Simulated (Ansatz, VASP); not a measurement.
One calculation of ZnO, two programs

```xyz
4
Lattice="3.2301 0.0000 0.0000 -1.6150 2.7973 0.0000 0.0000 0.0000 5.2138" Properties=species:S:1:pos:R:3 pbc="T T T"
Zn    0.0000    1.8649    0.0025
Zn    1.6150    0.9324    2.6094
O     0.0000    1.8649    1.9787
O     1.6150    0.9324    4.5856
```

Alike in both runs: functional PBEsol; k mesh 8 × 8 × 5; no spin polarisation.

Ansatz relaxed the structure, and its values are those at the end. VASP's run is a single point on that final structure, the one shown.

|  | VASP | Ansatz |
| --- | --- | --- |
| version | VASP 6.6.1 | Ansatz 0.2.0 |
| potentials or method | VASP PAW PBE potentials, release 64 (Zn, O) | scalar-relativistic, plane waves, PAW |
| plane-wave cutoff (eV) | 520 | 420 |
| occupations | gaussian, width 0.01 eV | fixed |
| valence electrons in the cell | 36 | 36 |

```tsv
	VASP	Ansatz	Ansatz less VASP
gap on the k mesh at the Fermi level (eV)	0.69	0.70	+0.014
least direct gap on the mesh (eV)	0.69	0.70	+0.014
pressure (GPa)	1.0	0.0	-1.01
```

Caveats: the PAW data sets were made with another functional, which shifts forces and pressure a little (VASP).
